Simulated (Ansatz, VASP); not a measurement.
Ta: VASP beside Ansatz

```
Ta
1.0
     0.00000    2.78555    2.78555
     2.78555    0.00000    2.78555
     2.78555    2.78555    0.00000
Ta
2
Direct
  0.87500 0.87500 0.87500
  0.12500 0.12500 0.12500
```

Alike in both runs: functional LDA; k mesh 12 × 12 × 12; occupations fermi-dirac, width 0.08 eV; no spin polarisation.

Ansatz relaxed the structure, and its values are those at the end. VASP's run is a single point on that final structure, the one shown.

|  | VASP | Ansatz |
| --- | --- | --- |
| version | VASP 6.6.1 | Ansatz 0.2.0 |
| potentials or method | VASP PAW LDA potentials, release 64 (Ta_pv) | PAW with Ansatz's default frozen-core files, scalar-relativistic |
| plane-wave cutoff (eV) | 520 | 420 |
| valence electrons in the cell | 22 | 26 |

Ansatz gave:

| Item | Value |
| --- | --- |
| pressure (GPa) | 21.0 |

**Question.** Estimate VASP's values.

**Answer.** Pressure (GPa): 21.8.

The two sets of potentials don't hold the same shells in valence.

Caveats: so large a pressure means that the cell lies far from this level's equilibrium, or that cutoff or potentials fall short (VASP). The runs have no spin-orbit coupling, so splittings on Ta are missing.
